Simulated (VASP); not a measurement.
**SnO2 in VASP: how settings move the LDA single point**

Aim: see what changed inputs do to the LDA single point of SnO2 built on the fluorite prototype. This is a trial cell built on a prototype, not taken from a measured structure, and it needn't be the compound's ground state.

Program: VASP 6.6.1. PAW datasets, plane waves. No spin polarisation (in the reference). The prototype was imposed, so other structures may be more stable.

### Step 1. The structure to begin with

The cell comes from an earlier relaxation with r2SCAN in another program. Some of the altered inputs switch spin polarisation on.

It is cubic, Fm-3m (No. 225); a = 5.067 Å in the conventional setting, 10.84 Å³ an atom. Near Sn stand 8 O at 2.19 Å; near O stand 4 Sn at 2.19 Å.

The structure in full:

```xyz
3
Lattice="0.0000 2.5335 2.5335 2.5335 0.0000 2.5335 2.5335 2.5335 0.0000" Properties=species:S:1:pos:R:3 pbc="T T T"
Sn    0.0000    0.0000    0.0000
O     1.2667    1.2667    1.2667
O     3.8002    3.8002    3.8002
```

### Step 2. Baseline

File INCAR:

```
ENCUT = 520.000000
SIGMA = 0.010000
EDIFF = 1.00e-07
GGA = CA
PREC = Accurate
IBRION = -1
ISIF = 2
ISMEAR = 0
NBANDS = 20
NELM = 120
NSW = 0
LASPH = .TRUE.
LCHARG = .FALSE.
LWAVE = .FALSE.
LREAL = .FALSE.
```

File KPOINTS:

```
KPOINTS created by Atomic Simulation Environment
0
Gamma
8 8 8
0 0 0
```

File POSCAR:

```
Sn O
 1.0000000000000000
     0.0000000000000000    2.5334669720086236    2.5334669720086236
     2.5334669720086236    0.0000000000000000    2.5334669720086236
     2.5334669720086236    2.5334669720086236    0.0000000000000000
 Sn  O
   1   2
Cartesian
 -0.0000000000000000  0.0000000000000000  0.0000000000000000
  1.2667334860043118  1.2667334860043118  1.2667334860043118
  3.8002004580129354  3.8002004580129354  3.8002004580129354
```

A file KPOINTS_OPT adds named points for the levels; it doesn't enter the self-consistent loop.

Potentials: the recommended LDA PAW datasets, 26 valence electrons.

On the command line:

```
$ mpirun -np 1 vasp_std
```

### Step 3. Try 1

INCAR, as its differences from that of step 2:

```diff
@@ -9,3 +9,2 @@
 NBANDS = 20
-NELM = 120
 NSW = 0
@@ -15 +14,4 @@
 LREAL = .FALSE.
+NELM = 100
+ISPIN = 2
+MAGMOM = 1.0 1.0
```

KPOINTS is that of step 2.

POSCAR is that of step 2.

**Question.** What will these runs give? Wanted: for each run, changed; ending; energy change; pressure; electronic steps; usable.

**Answer**, as computed:

| run | changed | ending | energy change (meV/atom) | pressure (GPa) | gap on the mesh (eV; negative: overlap) | electronic steps | time | usable |
| --- | --- | --- | --- | --- | --- | --- | --- | --- |
| ref. | – | converged | 0 | -2.6 | 0.21 | 13 | 9.2 s | yes |
| 1 | ISPIN = 2, MAGMOM = 1.0 1.0 | refused | – | – | – | – | 0.4 s | no |

The altered input gave no result.
